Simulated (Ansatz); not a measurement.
Stationary points along a deformation path in ZnS

Theory: Ansatz, DFT PBE, scalar-relativistic, plane waves, PAW. The runs took a 420 eV cutoff, a Γ-centred 10×10×10 mesh and Gaussian smearing (0.05 eV). No spin polarisation. Energies are free energies at this smearing, counted from the undisturbed cell; pressure is positive in compression.

Reference structure (as given, not relaxed at this level; it stands at 1.4 GPa):

```xyz
2
Lattice="0.0000 2.7046 2.7046 2.7046 0.0000 2.7046 2.7046 2.7046 0.0000" Properties=species:S:1:pos:R:3 pbc="T T T"
Zn    0.0000    0.0000    0.0000
S     4.0570    4.0570    4.0570
```

At fixed volume and fractional coordinates, lengths along (0.577, 0.577, 0.577) are scaled against those across it; ρ is that ratio over its starting value. V = 19.785 Å³/atom. Δσ is the stress along the axis less the mean stress across it (compression positive).

| ρ | ΔE (meV/atom) | Δσ (GPa) | space group |
| --- | --- | --- | --- |
| 0.500 | 5482.5 | 263.47 | R3m |
| 0.600 | 2449.3 | 147.90 | R3m |
| 0.710 | 924.8 | 77.05 | R3m |
| 0.850 | 173.8 | 28.06 | R3m |
| 0.930 | 31.8 | 11.00 | R3m |
| 1.000 | 0.0 | 0.00 | F-43m |
| 1.080 | 31.2 | -9.51 | R3m |
| 1.200 | 160.1 | -19.75 | R3m |
| 1.410 | 502.4 | -31.03 | R3m |
| 1.700 | 1013.3 | -32.31 | R3m |
| 2.000 | 1425.4 | -26.37 | R3m |

Problem. How does the stress give the slope of the energy, and where is the energy stationary?

Solution. Along the path d ln(length) is 2/3 d ln ρ on the axis and −1/3 d ln ρ across it, so dE/d ln ρ = −(2/3) V Δσ: the energy falls with ρ where Δσ is positive. Δσ vanishes or changes sign at ρ = 1.000 (F-43m), a minimum at 0.0 meV/atom. Pairs of stationary points between two samples would go unseen, and could change a minimum read from distant neighbours into a maximum. At ρ = 1.000 the cell is cubic, where symmetry alone makes the stress isotropic and the slope zero.

Problem. Which shear constant sets the curvature at ρ = 1?

Solution. For a cubic crystal E/V = (2/3) C (ln ρ)² with C = C44, so Δσ = −2C ln ρ. The parabola of Δσ against ln ρ through ρ = 0.930, 1 and 1.080 gives C ≈ 69 GPa with the ions clamped, rough because the steps are large. It is the stress–strain coefficient at this cell's pressure of 1.4 GPa, not the zero-pressure constant.

Forces appear on the atoms along this scan, and letting them relax would lower the energy and soften the response. The gap closes along the scan, which can put kinks into the curve.